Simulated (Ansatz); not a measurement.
**A defect in a wire: (4,0) C nanotube, N in place of one C**

Wanted: the relaxed defect and the transmission past it, beside the channels of the perfect wire.

Program: Ansatz 0.2.0. Level of theory: DFT PBE, plane waves, PAW; relaxation of a wire's period, in the first sound run; inputs show where later runs differ. Results are calculated unless marked as measured.

Report form: the programs' logs are mostly left out.

## 1. The structure

The cell holds 16 atoms: 16 C. Cell: a = 9.932 Å, b = 9.932 Å, c = 4.260 Å, α = 90.0°, β = 90.0°, γ = 90.0°. Vacuum lies along a and b. The structure's axis is c.

## 2. Relaxing the period

Band widths follow the bond lengths, so the wire is relaxed first. The atoms and the third cell vector are free; the box across stays fixed as vacuum. A Fermi-Dirac smearing is set since the result may be a metal. The pressure printed is a third of the stress's trace over the whole box, vacuum included; only the stress along the axis is relaxed.

input.yaml

```yaml
crystal:
  lattice:
    - [9.932, 0.0, 0.0]
    - [0.0, 9.932, 0.0]
    - [0.0, 0.0, 4.26]
  atoms:
    - { symbol: C, position: [0.342327829, 0.499977252, 0.0] }
    - { symbol: C, position: [0.499977252, 0.657626674, 0.0] }
    - { symbol: C, position: [0.499977252, 0.342327829, 0.0] }
    - { symbol: C, position: [0.657626674, 0.499977252, 0.0] }
    - { symbol: C, position: [0.342327829, 0.499977252, 0.333333333] }
    - { symbol: C, position: [0.499977252, 0.657626674, 0.333333333] }
    - { symbol: C, position: [0.499977252, 0.342327829, 0.333333333] }
    - { symbol: C, position: [0.657626674, 0.499977252, 0.333333333] }
    - { symbol: C, position: [0.388502276, 0.611452227, 0.5] }
    - { symbol: C, position: [0.388502276, 0.388502276, 0.5] }
    - { symbol: C, position: [0.611452227, 0.611452227, 0.5] }
    - { symbol: C, position: [0.611452227, 0.388502276, 0.5] }
    - { symbol: C, position: [0.388502276, 0.611452227, 0.833333333] }
    - { symbol: C, position: [0.388502276, 0.388502276, 0.833333333] }
    - { symbol: C, position: [0.611452227, 0.611452227, 0.833333333] }
    - { symbol: C, position: [0.611452227, 0.388502276, 0.833333333] }
kpoints:
  mp_grid: { grid: [1, 1, 19] }
scf:
  occupations: { method: fermi_dirac, width: 0.05 }
hamiltonian:
  xc: pbe
relax:
  cell: { fix: [a, b, alpha, beta, gamma] }
  max_steps: 60
```

On the command line:

```
$ ansatz run input.yaml --threads 4 --pin off --max-ram 16384MiB --backend cpu --events-out ev --progress --plain --runs-dir out
```

Elapsed: 26 s, on 4 threads of Arm Neoverse V1, shared host; peak memory 0.88 GiB; 1.7 min of CPU time.

Step by step:

```csv
step,energy less that of the first step (eV),largest force component (eV/Å),pressure (GPa),volume (Å³)
1,0.0000,2.3600,8.73,420.23
2,-1.7029,1.4922,3.20,419.47
3,-2.3287,0.2345,0.39,412.63
4,-2.3571,0.0946,-0.05,415.83
5,-2.3577,0.0188,-0.05,415.95
6,-2.3578,0.0088,0.01,415.82
7,-2.3577,0.0006,-0.02,415.92
8*,-2.3532,0.0008,-0.02,415.92
```

Relaxation steps marked * repeat the geometry before them on a plane-wave basis chosen anew for their cell, so energy and pressure can jump there.

Forces are held to the 16 operations that the run works with; a distortion that breaks them can't arise in this run.

```csv
cell as run,before,after,change
c (Å),4.260,4.216,-1.0 %
```

The atoms that moved most (Å, along periodic axes as changes of fractional coordinates times the final cell, across vacuum about the mean position):

```csv
atom,dx,dy,dz,length
C11,0.085,0.085,0.009,0.121
C15,0.085,0.085,-0.009,0.121
C9,-0.085,0.085,0.009,0.121
C12,0.085,-0.085,0.009,0.121
C13,-0.085,0.085,-0.009,0.121
C16,0.085,-0.085,-0.009,0.121
C10,-0.085,-0.085,0.009,0.121
C14,-0.085,-0.085,-0.009,0.121
```

Numbers from this step:

```
energy at zero smearing    : -4003.1245 eV
cell length along the wire : 4.216 Å
```

The cell's length comes to 4.216 Å with spin left out.

## 3. The perfect wire

This step: DFT PBE, plane waves, PAW; channels and complex bands of a perfect wire (Ansatz 0.2.0).

At the relaxed period the Bloch states of the perfect wire are found at each energy: those that move forward count the open channels, and those that decay describe how a disturbance dies away inside the wire itself. An energy step of 0.035 eV is under the 0.039 eV that the program asks for its thermal average at 300 K.

input.yaml

```yaml
crystal:
  lattice:
    - [9.932, 0.0, 0.0]
    - [0.0, 9.932, 0.0]
    - [0.0, 0.0, 4.2163403196]
  atoms:
    - { symbol: C, position: [0.330192775, 0.499977252, 0.002066957] }
    - { symbol: C, position: [0.499977252, 0.669761728, 0.002066957] }
    - { symbol: C, position: [0.499977252, 0.330192775, 0.002066957] }
    - { symbol: C, position: [0.669761728, 0.499977252, 0.002066957] }
    - { symbol: C, position: [0.330192775, 0.499977252, 0.331266377] }
    - { symbol: C, position: [0.499977252, 0.669761728, 0.331266377] }
    - { symbol: C, position: [0.499977252, 0.330192775, 0.331266377] }
    - { symbol: C, position: [0.669761728, 0.499977252, 0.331266377] }
    - { symbol: C, position: [0.37990611, 0.620048393, 0.502107724] }
    - { symbol: C, position: [0.37990611, 0.37990611, 0.502107724] }
    - { symbol: C, position: [0.620048393, 0.620048393, 0.502107724] }
    - { symbol: C, position: [0.620048393, 0.37990611, 0.502107724] }
    - { symbol: C, position: [0.37990611, 0.620048393, 0.83122561] }
    - { symbol: C, position: [0.37990611, 0.37990611, 0.83122561] }
    - { symbol: C, position: [0.620048393, 0.620048393, 0.83122561] }
    - { symbol: C, position: [0.620048393, 0.37990611, 0.83122561] }
kpoints:
  mp_grid: { grid: [1, 1, 19] }
scf:
  occupations: { method: fermi_dirac, width: 0.05 }
hamiltonian:
  xc: pbe
output:
  transmission:
    e_range: [-1.26, 1.26]
    de: 0.035
    kmesh: [1, 1]
    reduced_basis: true
    leads: [[0, 0]]
basis:
  ecutwfc: "350 eV"
```

It took 8.2 min on 4 threads; peak memory 4.7 GiB.

Numbers from this step:

| Property | Result |
| --- | --- |
| energy at zero smearing | -4002.6970 eV |
| channels at the energy nearest the Fermi level, one spin | 3 |
| conductance of the lead as this run defines it | 3.000 G₀ |
| band gap | 0 eV |

Table of open channels of the lead, one spin by energy, zero at the Fermi level:

| energy (eV) | open channels of the lead, one spin |
| --- | --- |
| -1.26 | 2 |
| -1.19 | 2 |
| -1.12 | 3 |
| -1.05 | 3 |
| -0.98 | 3 |
| -0.91 | 3 |
| -0.84 | 3 |
| -0.77 | 3 |
| -0.70 | 5 |
| -0.63 | 5 |
| -0.59 | 5 |
| -0.53 | 5 |
| -0.46 | 5 |
| -0.39 | 5 |
| -0.32 | 5 |
| -0.24 | 3 |
| -0.17 | 3 |
| -0.10 | 3 |
| -0.04 | 3 |
| 0.00 | 3 |
| 0.04 | 3 |
| 0.10 | 3 |
| 0.17 | 3 |
| 0.24 | 3 |
| 0.32 | 3 |
| 0.39 | 3 |
| 0.46 | 3 |
| 0.53 | 3 |
| 0.59 | 3 |
| 0.63 | 1 |
| 0.70 | 1 |
| 0.77 | 1 |
| 0.84 | 1 |
| 0.91 | 1 |
| 0.98 | 3 |
| 1.05 | 3 |
| 1.12 | 3 |
| 1.19 | 3 |
| 1.26 | 3 |

The slowest values at each energy, most degenerate partners merged, listed up to 1.5 1/Å. Im kz of the slowest decaying states against energy, zero at the Fermi level:

```csv
energy (eV),decay 1 (Å⁻¹),decay 2 (Å⁻¹),decay 3 (Å⁻¹),decay 4 (Å⁻¹)
-1.26,0.0328,0.226,0.327,0.432
-1.16,0.246,0.342,0.439,0.480
-1.05,0.264,0.356,0.423,0.435
-0.94,0.280,0.354,0.368,0.369
-0.84,0.259,0.279,0.295,0.381
-0.77,0.160,0.191,0.304,0.389
-0.67,0.316,0.401,0.468,0.541
-0.56,0.327,0.411,0.473,0.543
-0.46,0.338,0.422,0.478,0.546
-0.35,0.347,0.431,0.483,0.548
-0.24,0.160,0.168,0.356,0.441
-0.14,0.253,0.256,0.364,0.450
-0.04,0.309,0.309,0.371,0.458
0.00,0.323,0.324,0.374,0.461
0.04,0.336,0.337,0.376,0.464
0.14,0.368,0.370,0.383,0.472
0.24,0.389,0.393,0.395,0.479
0.35,0.394,0.413,0.416,0.487
0.46,0.399,0.429,0.432,0.494
0.56,0.404,0.442,0.445,0.500
0.67,0.0194,0.408,0.452,0.456
0.77,0.0299,0.412,0.461,0.465
0.84,0.0270,0.414,0.465,0.469
0.94,0.417,0.470,0.475,0.520
1.05,0.420,0.474,0.478,0.522
1.16,0.423,0.476,0.481,0.524
1.26,0.425,0.476,0.481,0.525
```

By hand: the program gives 2.3564 × 10^14 S/m² over the cell's cross-section of 98.64 Å² = 9.864 × 10^-19 m², so one cell conducts 2.324 × 10^-4 S. Divided by G0 = 2e²/h = 7.748 × 10^-5 S this is 3.00 G0, a resistance of 4.30 kΩ.

At the computed energy nearest the Fermi level there are 3 channels a spin, and the thermal average gives 3.00 G₀.

## 4. Relaxing the junction

This step: DFT PBE, plane waves, PAW; relaxation of a junction in a wire, ends held (Ansatz 0.2.0).

System of this step: (4,0) C nanotube, N in place of one C. The cell holds 112 atoms: 111 C and 1 N. Its edges and angles: a = 9.932 Å, b = 9.932 Å, c = 29.514 Å, α = 90.0°, β = 90.0°, γ = 90.0°. Regions: held atoms, 64 atoms (64 C); free atoms, 48 atoms (47 C and 1 N). Vacuum lies along a and b. The structure's axis is c.

48 atoms at the defect are free to relax, while 64 stay where the perfect wire has them, so that the ends still repeat as a lead. The cutoff is set under the files' recommended one to save time.

input.yaml

```yaml
crystal:
  lattice:
    - [9.932, 0.0, 0.0]
    - [0.0, 9.932, 0.0]
    - [0.0, 0.0, 29.5143822369]
  atoms:
    - { symbol: C, position: [0.330192775, 0.499977252, 0.00029528] }
    - { symbol: C, position: [0.499977252, 0.669761728, 0.00029528] }
    - { symbol: C, position: [0.499977252, 0.330192775, 0.00029528] }
    - { symbol: C, position: [0.669761728, 0.499977252, 0.00029528] }
    - { symbol: C, position: [0.330192775, 0.499977252, 0.047323768] }
    - { symbol: C, position: [0.499977252, 0.669761728, 0.047323768] }
    - { symbol: C, position: [0.499977252, 0.330192775, 0.047323768] }
    - { symbol: C, position: [0.669761728, 0.499977252, 0.047323768] }
    - { symbol: C, position: [0.37990611, 0.620048393, 0.071729675] }
    - { symbol: C, position: [0.37990611, 0.37990611, 0.071729675] }
    - { symbol: C, position: [0.620048393, 0.620048393, 0.071729675] }
    - { symbol: C, position: [0.620048393, 0.37990611, 0.071729675] }
    - { symbol: C, position: [0.37990611, 0.620048393, 0.118746516] }
    - { symbol: C, position: [0.37990611, 0.37990611, 0.118746516] }
    - { symbol: C, position: [0.620048393, 0.620048393, 0.118746516] }
    - { symbol: C, position: [0.620048393, 0.37990611, 0.118746516] }
    - { symbol: C, position: [0.330192775, 0.499977252, 0.143152422] }
    - { symbol: C, position: [0.499977252, 0.669761728, 0.143152422] }
    - { symbol: C, position: [0.499977252, 0.330192775, 0.143152422] }
    - { symbol: C, position: [0.669761728, 0.499977252, 0.143152422] }
    - { symbol: C, position: [0.330192775, 0.499977252, 0.190180911] }
    - { symbol: C, position: [0.499977252, 0.669761728, 0.190180911] }
    - { symbol: C, position: [0.499977252, 0.330192775, 0.190180911] }
    - { symbol: C, position: [0.669761728, 0.499977252, 0.190180911] }
    - { symbol: C, position: [0.37990611, 0.620048393, 0.214586818] }
    - { symbol: C, position: [0.37990611, 0.37990611, 0.214586818] }
    - { symbol: C, position: [0.620048393, 0.620048393, 0.214586818] }
    - { symbol: C, position: [0.620048393, 0.37990611, 0.214586818] }
    - { symbol: C, position: [0.37990611, 0.620048393, 0.261603659] }
    - { symbol: C, position: [0.37990611, 0.37990611, 0.261603659] }
[... 23 lines left out ...]
    - { symbol: "N", position: [0.499977252, 0.669761728, 0.475895197], spin: 0.3 }
[... 50 lines left out ...]
    - { symbol: C, position: [0.37990611, 0.620048393, 0.928872532] }
    - { symbol: C, position: [0.37990611, 0.37990611, 0.928872532] }
    - { symbol: C, position: [0.620048393, 0.620048393, 0.928872532] }
    - { symbol: C, position: [0.620048393, 0.37990611, 0.928872532] }
    - { symbol: C, position: [0.37990611, 0.620048393, 0.975889373] }
    - { symbol: C, position: [0.37990611, 0.37990611, 0.975889373] }
    - { symbol: C, position: [0.620048393, 0.620048393, 0.975889373] }
    - { symbol: C, position: [0.620048393, 0.37990611, 0.975889373] }
magnetization:
  spin_polarized: true
kpoints:
  mp_grid: { grid: [1, 1, 1] }
scf:
  occupations: { method: fermi_dirac, width: 0.1 }
hamiltonian:
  xc: pbe
relax:
  constraints:
    - { sites: [0, 1, 2, 3, 4, 5, 6, 7, 8, 9, 10, 11, 12, 13, 14, 15, 16, 17, 18, 19, 20, 21, 22, 23, 24, 25, 26, 27, 28, 29, 30, 31, 80, 81, 82, 83, 84, 85, 86, 87, 88, 89, 90, 91, 92, 93, 94, 95, 96, 97, 98, 99, 100, 101, 102, 103, 104, 105, 106, 107, 108, 109, 110, 111] }
  f_tol: 0.06
  max_steps: 35
basis:
  ecutwfc: "350 eV"
```

It took 3 min on 4 threads; peak memory 3.9 GiB; 12 min of CPU time.

The steps of the relaxation:

| step | energy less that of the first step (eV) | largest force component (eV/Å) |
| --- | --- | --- |
| 1 | 0.0000 | 0.7438 |
| 2 | -0.1000 | 0.2633 |
| 3 | -0.1156 | 0.0293 |
| 4 | -0.1156 | 0.0293 |

Forces are held to the 2 operations that the run works with; a distortion that breaks them can't arise in this run.

The atoms that moved most (Å):

```csv
atom,dx,dy,dz,length
C50,0.000,-0.089,0.030,0.094
C57,0.016,-0.086,-0.020,0.090
C59,-0.016,-0.086,-0.020,0.090
C53,0.014,-0.076,-0.002,0.078
C56,-0.014,-0.076,-0.002,0.078
C58,0.006,-0.073,0.006,0.073
C60,-0.006,-0.073,0.006,0.073
C55,0.000,-0.069,0.000,0.069
```

Numbers from this step:

- energy at zero smearing: -28152.7811 eV

The largest force component on a free atom ends at 0.029 eV/Å, under the limit of 0.06. N ends nearest to C at 1.37 Å, C at 1.46 Å and C at 1.46 Å.

(Continued in part 2 of 2.)

[Logs are printed without paths, hosts, clocks, repeated set-up lines and the standing remarks that a program may print on its own settings, such as how far it seeks lower states.]

[Hosts, paths, dates, database ids (printed as entryN), source tags and the programs' standing remarks are cut or masked in the printed files.]
